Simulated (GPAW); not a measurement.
# ZnS (F-43m) in GPAW: further runs, part 2 of 2

GPAW 26.7.0.

### 4 Equation of state, BEEF-vdW

run.py

```python
import spglib
from ase import Atoms
from ase.eos import EquationOfState
from ase.io import Trajectory, read
from ase.units import GPa
from gpaw import GPAW, PW

atoms = read('ZnS.cif')
cell, positions, numbers = spglib.find_primitive(
    (atoms.cell[:], atoms.get_scaled_positions(), atoms.numbers), symprec=1e-4)
atoms = Atoms(numbers, cell=cell, scaled_positions=positions, pbc=True)

traj = Trajectory('eos.traj', 'w')
volumes, energies = [], []
for x in [0.94, 0.96, 0.98, 1.0, 1.02, 1.04, 1.06]:
    a = atoms.copy()
    a.set_cell(atoms.cell * x**(1 / 3), scale_atoms=True)
    calc = GPAW(mode=PW(600),
                xc={'name': 'BEEF-vdW', 'backend': 'libvdwxc'},
                kpts={'size': (7, 7, 7), 'gamma': True},
                occupations={'name': 'fermi-dirac', 'width': 0.05},
                nbands=18,
                convergence={'density': 1e-05, 'energy': 1e-05},
                maxiter=150,
                txt=f'eos-{x:.2f}.txt')
    a.calc = calc
    energies.append(a.get_potential_energy(force_consistent=True))
    volumes.append(a.get_volume())
    calc.write(f'eos-{x:.2f}.gpw')
    traj.write(a)
    print(f'{x:.2f} {volumes[-1]:10.4f} A^3 {energies[-1]:14.6f} eV', flush=True)

v0, e0, B = EquationOfState(volumes, energies, eos='birchmurnaghan').fit()
print(f'V0 = {v0:.4f} A^3, E0 = {e0:.6f} eV, B0 = {B / GPa:.2f} GPa')
```

ZnS.cif

```cif
data_ZnS
_cell_length_a 5.40400000
_cell_length_b 5.40400000
_cell_length_c 5.40400000
_cell_angle_alpha 90.00000000
_cell_angle_beta 90.00000000
_cell_angle_gamma 90.00000000
_space_group_name_H-M_alt 'F-43m'
_space_group_name_Hall 'F -4 2 3'
_space_group_IT_number 216
loop_
_space_group_symop_operation_xyz
'x,y,z'
'y,-x,-z'
'-x,-y,z'
'-y,x,-z'
'x,-y,-z'
'y,x,z'
'-x,y,-z'
'-y,-x,z'
'z,x,y'
'-z,y,-x'
'z,-x,-y'
'-z,-y,x'
'-z,x,-y'
'z,y,x'
'-z,-x,y'
'z,-y,-x'
'y,z,x'
'-x,-z,y'
'-y,z,-x'
'x,-z,-y'
'-y,-z,x'
'x,z,y'
'y,-z,-x'
'-x,z,-y'
'x,y+1/2,z+1/2'
'y,-x+1/2,-z+1/2'
'-x,-y+1/2,z+1/2'
'-y,x+1/2,-z+1/2'
'x,-y+1/2,-z+1/2'
'y,x+1/2,z+1/2'
'-x,y+1/2,-z+1/2'
'-y,-x+1/2,z+1/2'
'z,x+1/2,y+1/2'
'-z,y+1/2,-x+1/2'
'z,-x+1/2,-y+1/2'
'-z,-y+1/2,x+1/2'
'-z,x+1/2,-y+1/2'
'z,y+1/2,x+1/2'
'-z,-x+1/2,y+1/2'
'z,-y+1/2,-x+1/2'
'y,z+1/2,x+1/2'
'-x,-z+1/2,y+1/2'
'-y,z+1/2,-x+1/2'
'x,-z+1/2,-y+1/2'
'-y,-z+1/2,x+1/2'
'x,z+1/2,y+1/2'
'y,-z+1/2,-x+1/2'
'-x,z+1/2,-y+1/2'
'x+1/2,y,z+1/2'
'y+1/2,-x,-z+1/2'
'-x+1/2,-y,z+1/2'
'-y+1/2,x,-z+1/2'
'x+1/2,-y,-z+1/2'
'y+1/2,x,z+1/2'
'-x+1/2,y,-z+1/2'
'-y+1/2,-x,z+1/2'
'z+1/2,x,y+1/2'
'-z+1/2,y,-x+1/2'
'z+1/2,-x,-y+1/2'
'-z+1/2,-y,x+1/2'
'-z+1/2,x,-y+1/2'
'z+1/2,y,x+1/2'
'-z+1/2,-x,y+1/2'
'z+1/2,-y,-x+1/2'
'y+1/2,z,x+1/2'
'-x+1/2,-z,y+1/2'
'-y+1/2,z,-x+1/2'
'x+1/2,-z,-y+1/2'
'-y+1/2,-z,x+1/2'
'x+1/2,z,y+1/2'
'y+1/2,-z,-x+1/2'
'-x+1/2,z,-y+1/2'
'x+1/2,y+1/2,z'
'y+1/2,-x+1/2,-z'
'-x+1/2,-y+1/2,z'
'-y+1/2,x+1/2,-z'
'x+1/2,-y+1/2,-z'
'y+1/2,x+1/2,z'
'-x+1/2,y+1/2,-z'
'-y+1/2,-x+1/2,z'
'z+1/2,x+1/2,y'
'-z+1/2,y+1/2,-x'
'z+1/2,-x+1/2,-y'
'-z+1/2,-y+1/2,x'
'-z+1/2,x+1/2,-y'
'z+1/2,y+1/2,x'
'-z+1/2,-x+1/2,y'
'z+1/2,-y+1/2,-x'
'y+1/2,z+1/2,x'
'-x+1/2,-z+1/2,y'
'-y+1/2,z+1/2,-x'
'x+1/2,-z+1/2,-y'
'-y+1/2,-z+1/2,x'
'x+1/2,z+1/2,y'
'y+1/2,-z+1/2,-x'
'-x+1/2,z+1/2,-y'
loop_
_atom_site_label
_atom_site_type_symbol
_atom_site_symmetry_multiplicity
_atom_site_Wyckoff_symbol
_atom_site_fract_x
_atom_site_fract_y
_atom_site_fract_z
_atom_site_occupancy
Zn1 Zn 4 c 0.2500000000 0.2500000000 0.2500000000 1
S1 S 4 a 0.0000000000 0.0000000000 0.0000000000 1
```

Potentials or basis: GPAW PAW data sets (gpaw-data 1.2.1), pw.

Launch:

```bash
$ OMP_NUM_THREADS=1 python run.py
```

What it wrote:

```text
__  _  _
 | _ |_)|_||  |
 |__||  | ||/\| - 26.7.0

Input parameters:
  mode=PW(ecut=600.0),
  convergence={'density': 1e-05, 'energy': 1e-05},
  kpts=MonkhorstPack(size=(7, 7, 7), gamma=True),
  maxiter=150,
  nbands=18,
  occupations=Occupations(name='fermi-dirac', width=0.05),
  xc=XC(name='BEEF-vdW', backend='libvdwxc')

Diagonalizing LCAO Hamiltonian
Converting LCAO to pw mode

           Zn

       S

Atoms  # Å, Bohr magnetons
|   | symbol |        x |        y |        z |    initial magnetic moments |
|---|--------|----------|----------|----------|-----------------------------|
| 0 |     Zn | 1.323421 | 1.323421 | 1.323421 | ( 0.0000,  0.0000,  0.0000) |
| 1 |      S | 0.000000 | 0.000000 | 0.000000 | ( 0.0000,  0.0000,  0.0000) |

Unit cell  # Å
| periodic |        x |        y |        z |  lengths |    angles |
|----------|----------|----------|----------|----------|-----------|
|      yes | 0.000000 | 2.646842 | 2.646842 | 3.743199 | 60.000000 |
|      yes | 2.646842 | 0.000000 | 2.646842 | 3.743199 | 60.000000 |
|      yes | 2.646842 | 2.646842 | 0.000000 | 3.743199 | 60.000000 |

Number of symmetries: 24
Symmetry operations  # r_c * U_cc + t_c -> r_c
|    | kind |            matrix            |
|----|------|------------------------------|
|  0 |  E   |  1, 0, 0,  0, 1, 0,  0, 0, 1 |
|  1 |  σ   |  1, 0, 0,  0, 0, 1,  0, 1, 0 |
|  2 |  σ   |  1, 0,-1,  0, 1,-1,  0, 0,-1 |
|  3 |  C3  |  1, 0,-1,  0, 0,-1,  0, 1,-1 |
|  4 |  C3  |  1,-1, 0,  0,-1, 1,  0,-1, 0 |
|  5 |  σ   |  1,-1, 0,  0,-1, 0,  0,-1, 1 |
|  6 |  σ   |  0, 1, 0,  1, 0, 0,  0, 0, 1 |
|  7 |  C3  |  0, 1, 0,  0, 0, 1,  1, 0, 0 |
|  8 |  C2  |  0, 1,-1,  1, 0,-1,  0, 0,-1 |
|  9 |  S4  |  0, 1,-1,  0, 0,-1,  1, 0,-1 |
| 10 |  C3  |  0, 0, 1,  1, 0, 0,  0, 1, 0 |
| 11 |  σ   |  0, 0, 1,  0, 1, 0,  1, 0, 0 |
| 12 |  S4  |  0, 0,-1,  1, 0,-1,  0, 1,-1 |
| 13 |  C3  |  0, 0,-1,  0, 1,-1,  1, 0,-1 |
| 14 |  S4  |  0,-1, 1,  1,-1, 0,  0,-1, 0 |
| 15 |  C2  |  0,-1, 1,  0,-1, 0,  1,-1, 0 |
| 16 |  C3  |  0,-1, 0,  1,-1, 0,  0,-1, 1 |
| 17 |  S4  |  0,-1, 0,  0,-1, 1,  1,-1, 0 |
| 18 |  S4  | -1, 1, 0, -1, 0, 1, -1, 0, 0 |
| 19 |  C3  | -1, 1, 0, -1, 0, 0, -1, 0, 1 |
| 20 |  C3  | -1, 0, 1, -1, 1, 0, -1, 0, 0 |
| 21 |  S4  | -1, 0, 1, -1, 0, 0, -1, 1, 0 |
| 22 |  σ   | -1, 0, 0, -1, 1, 0, -1, 0, 1 |
| 23 |  C2  | -1, 0, 0, -1, 0, 1, -1, 1, 0 |

BZ-sampling:
  Number of BZ points: 343
  Number of IBZ points: 20

  Monkhorst-Pack size: [7, 7, 7]
  Monkhorst-Pack shift: [0, 0, 0]

K-points  # in reciprocal-cell coordinates
|     |                                coordinates |     weight |
|-----|--------------------------------------------|------------|
|   0 | (  0.00000000,   0.00000000,   0.00000000) | 0.00291545 |
|   1 | (  0.14285714,   0.14285714,   0.00000000) | 0.01749271 |
|   2 | (  0.14285714,   0.14285714,   0.14285714) | 0.02332362 |
|   3 | (  0.28571429,   0.14285714,   0.14285714) | 0.03498542 |
|   4 | (  0.28571429,   0.28571429,   0.00000000) | 0.01749271 |
|   5 | (  0.28571429,   0.28571429,   0.14285714) | 0.06997085 |
|   6 | (  0.28571429,   0.28571429,   0.28571429) | 0.02332362 |
|   7 | (  0.42857143,  -0.28571429,  -0.28571429) | 0.03498542 |
|   8 | (  0.42857143,   0.28571429,  -0.42857143) | 0.13994169 |
|   9 | (  0.42857143,   0.28571429,  -0.28571429) | 0.06997085 |
| ... |                                            |            |
|  19 | (  0.42857143,   0.42857143,   0.42857143) | 0.02332362 |

Plane wave coefficients: 1259
Cutoff: 600.0 eV

Spin-components: 1 (collinear spins)
Bands:           18
Projectors:      11
Spin-degeneracy: 2
Datatype:        complex128

Parallelization:
  kpt:    1
  domain: 1
  band:   1

Density:
  Valence electrons: 18.0
  Components: 1
  Grid points: [24 24 24]
  Charge: 0.0  # |e|

Potential:
  Grid points: [24 24 24]

species:
  Zn:
    name:    Zinc
    Z:       30.0
    valence: 12
    core:    18
    charge:  0.0  # [|e|]
    compensation charges:
      type: gauss
      rc: 0.37  # [Å]
      lmax: 2
    cutoffs:
      filter: 2.14  # [Å]
      core: 2.28  # [Å]
    projectors
    | kind |    occ | energy [eV] | rcut [Å] |
    |------|--------|-------------|----------|
    |   4s |  2.000 |      -5.977 |    1.286 |
    |   4p |  0.000 |      -1.117 |    1.270 |
    |   3d | 10.000 |     -10.142 |    1.180 |
    |    s |        |      21.234 |    1.286 |
    |    p |        |      26.095 |    1.270 |
    |    d |        |      17.070 |    1.180 |

    Using partial waves for Zn as LCAO basis

  S:
    name:    Sulfur
    Z:       16.0
    valence: 6
    core:    10
    charge:  0.0  # [|e|]
    compensation charges:
      type: gauss
      rc: 0.24  # [Å]
      lmax: 2
    cutoffs:
      filter: 1.77  # [Å]
      core: 1.66  # [Å]
    projectors
    | kind |    occ | energy [eV] | rcut [Å] |
    |------|--------|-------------|----------|
    |   3s |  2.000 |     -17.254 |    0.974 |
    |   3p |  4.000 |      -7.008 |    0.979 |
    |    s |        |       9.957 |    0.974 |
    |    p |        |      20.203 |    0.979 |
    |    d |        |       0.000 |    0.900 |

    Using partial waves for S as LCAO basis

Reference energy: -59718.946550  # eV

eigensolver:
  PPCG
  Converge bands: occupied
  niter=2

density mixing:
  MSR1-Mixer
  Pratt-step length: 0.05
  Maximum mixing coefficient: 0.75
  Old densities: 10
  SVD Regularization: 0.005
  Good broyden scale: 1.0
  Trust region scale: 1.0
  Backstep threshold: 4.0
  History deletion threshold: 6.0
  Fourier metric: weight=20.0, sigma=0.015

occupation numbers:
  Fermi-Dirac:
    width: 0.0500  # eV

poisson solver:
  ecut: 4800.0  # eV

xc functional:
  name: vdW-BEEF with libvdwxc
  Mode: serial
  Semilocal: BEEVDW with 2 nearest neighbor stencil
  Corresponding non-local functional: vdW-DF2
  Local blocksize: 48 x 48 x 48
  PAW datasets: PBE

convergence criteria:
[... 6 lines left out ...]
|iter     | |      energy | eigst |  dens |
|---------|-|-------------|-------|-------|
|iter:   1| | -114.379388 | -0.10 |       |
|iter:   2| | -114.298650 | -1.16 | -1.13 |
|iter:   3| | -113.955123 | -1.79 | -1.17 |
|iter:   4| | -113.955053 | -2.60 | -1.88 |
|iter:   5| | -113.955889 | -3.35 | -2.26 |
|iter:   6| | -113.955739 | -3.71 | -2.72 |
|iter:   7| | -113.955764c| -4.78 | -3.61 |
|iter:   8| | -113.955773c| -5.66 | -3.88 |
|iter:   9| | -113.955773c| -7.73c| -5.06c|

Converged in 9 steps
Energy contributions relative to reference atoms: (reference = -59718.946550)

Energy contributions:
  Kinetic:          39.097149
  Coulomb:         -33.964411
  Zero:             -0.050953
  External:          0.000000
  Xc:             -119.037558
  Entropy:          -0.000000
  Spinorbit:         0.000000
  ----------------------------
  Free energy:    -113.955773
  Extrapolated:   -113.955773

dipole moment: (-19.660041, -19.660041, -19.660041)  # |e|*Ang

Fermi level: 5.138
Eigenvalues  # (at kpt = [0.000, 0.000, 0.000])
| band index |      eig [eV] | occ [0-2] |
|------------|---------------|-----------|
|          0 |        -9.295 |     2.000 |
|          1 |        -2.550 |     2.000 |
|          2 |        -2.550 |     2.000 |
|          3 |        -2.550 |     2.000 |
|          4 |        -2.024 |     2.000 |
|          5 |        -2.024 |     2.000 |
[... 10 lines left out ...]
|         16 |        19.175 |     0.000 |
|         17 |        19.175 |     0.000 |

Gap: 2.610 eV
Transition (v -> c):
  (s=0, k=0, n=8, [0.00, 0.00, 0.00]) -> (s=0, k=0, n=9, [0.00, 0.00, 0.00])
No difference between direct/indirect transitions
# Writing to eos-0.94.gpw (mode='')
```

Run time: 72 s. Hardware: 1 thread of Arm Neoverse V2, shared host; peak memory 0.28 GiB.

What came out:

```
Equilibrium volume                      : 20.82 Å³/atom
Bulk modulus                            : 66 GPa
Pressure derivative of the bulk modulus : 4.3 (rough: it moves with the points fitted)
```

Energy against volume, from the lowest point:
```csv
volume (Å³/atom),energy (meV/atom)
18.543,62.99
18.938,41.39
19.332,24.89
19.727,12.93
20.121,4.99
20.516,0.80
20.910,0.00
```

Caveat: the PAW data sets were made with another functional, which shifts forces and pressure a little.

### 5 The runs side by side

| task | level | potentials or basis | eigensolver | band path | band points | data set | V0 of scaled cells (Å³/atom) | B0 (GPa) |
| --- | --- | --- | --- | --- | --- | --- | --- | --- |
| equation of state | BLYP+D4 | PAW data sets generated in the run's folder for this functional, pw | davidson | - | - | - | 19.56 | 74 |
| band structure | LDA | the program's PAW data sets (release 1.2.1) made for this functional, newer versions, pw | - | GXWKGLUWLK,UX | 60 | S v3 | - | - |
| equation of state | BEEF-vdW | GPAW PAW data sets (gpaw-data 1.2.1), pw | - | - | - | - | 20.82 | 66 |

Alike in all rows: no spin polarisation; cell as given; k mesh 7 × 7 × 7; cutoff (eV) 600; smearing fermi-dirac 0.05 eV.

Caveats: the PAW data sets were made with another functional, which shifts forces and pressure a little (some runs).

Absolute energies hang on the potentials; compare differences alone.

### 6 How close it comes

Step 2. Against the measured bulk modulus of ZnS, 76.9 GPa (quoted in “Electronic, vibrational, and thermodynamic properties of ZnS (zincblende and rocksalt structure)”, 2009, arxiv:0911.5022), the calculated 74 GPa is off by -3.3 %. The fit is for a static lattice scaled at fixed shape and fixed fractional positions.

Step 3. Measured gap of ZnS: 3.85 eV (direct; 19 K; quoted in “Electronic, vibrational, and thermodynamic properties of ZnS (zincblende and rocksalt structure)”, 2009, arxiv:0911.5022). This calculation gives 1.86 eV (-1.99 eV). So large a miss can be the level of theory's own, or it may mean another phase, state or a wrong row. The value is that of LDA, without temperature or zero-point motion. Semilocal functionals fall short of measured gaps as a rule.

Step 4. Against the measured bulk modulus of ZnS, 76.9 GPa (quoted in “Electronic, vibrational, and thermodynamic properties of ZnS (zincblende and rocksalt structure)”, 2009, arxiv:0911.5022), the calculated 66 GPa is off by -13.5 %. The fit is for a static lattice scaled at fixed shape and fixed fractional positions.
